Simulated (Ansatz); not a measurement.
ZnS (Wurtzite-6H):

```
Zn S
1.0
     3.81200    0.00000    0.00000
    -1.90600    3.30129    0.00000
     0.00000    0.00000   18.68999
Zn S
6 6
Direct
  0.33333 0.66667 0.83333
  0.66667 0.33333 0.33333
  0.66667 0.33333 0.66667
  0.33333 0.66667 0.16667
  0.00000 0.00000 0.50000
  0.00000 0.00000 0.00000
  0.33333 0.66667 0.95833
  0.66667 0.33333 0.45833
  0.66667 0.33333 0.79167
  0.33333 0.66667 0.29167
  0.00000 0.00000 0.62500
  0.00000 0.00000 0.12500
```

- Program: Ansatz 0.2.0
- Task: relaxation of cell and atoms
- Functional: BPBE
- Potentials or basis: Ansatz PAW
- Cutoff: 420 eV (not typed: the program's choice for these potentials)
- k mesh: 8 × 8 × 2
- Occupations: fermi-dirac, width 0.05 eV
- Spin: no spin polarisation

At the start: volume 19.60 Å³/atom.

Q: How do energy, volume and symmetry change on relaxing?

A: It ends after 4 steps and the volume is 20.14 Å³/atom (+2.8 %); space group P6_3mc (No. 186, to 0.05 Å).

The path:
```
step  energy change (eV)  largest force (eV/Å)  volume (Å³)
   1              0.0000                0.0294       235.20
   2             -0.0331                0.0069       239.10
   3             -0.0390                0.0022       241.71
   4             -0.0415                0.0022       241.71
```

Final structure:
```
CELL_PARAMETERS angstrom
3.84614 0.00000 0.00000
-1.92307 3.33086 0.00000
0.00000 0.00000 18.86736
ATOMIC_POSITIONS crystal
Zn 0.33333 0.66667 0.83327
Zn 0.66667 0.33333 0.33327
Zn 0.66667 0.33333 0.66678
Zn 0.33333 0.66667 0.16678
Zn 0.00000 0.00000 0.50003
Zn 0.00000 0.00000 0.00003
S 0.33333 0.66667 0.95816
S 0.66667 0.33333 0.45816
S 0.66667 0.33333 0.79164
S 0.33333 0.66667 0.29164
S 0.00000 0.00000 0.62512
S 0.00000 0.00000 0.12512
```

Caveat: the plane-wave basis is chosen anew once the cell has moved, so the energies of steps on either side of that aren't comparable; the PAW data sets come from PBE, with cores solved anew for the run's functional, which leaves a small shift of forces and pressure.
